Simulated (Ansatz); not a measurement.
La in Ansatz: the effect of functional

The system is La.

```
CELL_PARAMETERS angstrom
3.77000 0.00000 0.00000
-1.88500 3.26492 0.00000
0.00000 0.00000 12.15900
ATOMIC_POSITIONS crystal
La 0.66667 0.33333 0.25000
La 0.33333 0.66667 0.75000
La 0.00000 0.00000 0.50000
La 0.00000 0.00000 0.00000
```

Alike in all runs:

```yaml
Program: Ansatz 0.2.0
Task: band structure
Potentials_or_basis: all-electron LAPW, scalar-relativistic
Cutoff: 111 eV
Basis_error_allowed: 0.002 eV/atom
k_mesh: 8 × 8 × 3
Occupations: fermi-dirac, width 0.05 eV
Spin: no spin polarisation
```

Task: One run gave: pressure -2.3 GPa. Which functional did it use?
A. LDA
B. PBEsol
C. PBE

Result: B.

```tsv
functional	pressure (GPa)
PBEsol	-2.3
LDA	-3.6
PBE	-0.2
```

Not every run made on this cell is shown here.
